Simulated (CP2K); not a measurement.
Runs of CP2K 2026.2 on GaP. Symmetry: F-43m, No. 216, cubic system. The conventional cell has a = 5.451 Å, b = 5.451 Å, c = 5.451 Å, α = 90.00°, β = 90.00°, γ = 90.00°. Ga (site symmetry -43m) has 4 P at 2.36 Å as nearest neighbours. Around P (site symmetry -43m) lie 4 Ga at 2.36 Å. 

```csv
level,cutoff of the non-local correlation (Ry),gap on the mesh (eV),pressure (GPa)
PBEsol,-,1.51,(b)
LDA,-,1.45,-1.0
TPSS,-,1.70,2.1
rev-vdW-DF2,300,(a),2.3
AM05,-,1.57,0.5
optB88-vdW,300,1.63,(c)
```

Alike in all rows: task band structure; potentials or basis POTENTIAL_UZH Ga GTH-PBE-q13, P GTH-PBE-q5; TZVP-MOLOPT-PBE-GTH basis; no spin polarisation; cell as given; k mesh 8 × 8 × 8; smearing fermi-dirac 0.05 eV.

**Question.** Estimate the missing entries.

**Answer.** (a) 1.59; (b) 0.3; (c) 3.2.

Caveats: the potentials were made for another functional, which shifts forces and pressure; the basis of atomic orbitals isn't converged, which shifts pressures, moduli and gaps.

A k mesh can miss the band edges, and the runs leave out spin-orbit coupling on Ga.

Runs at the PBE level aren't shown here.
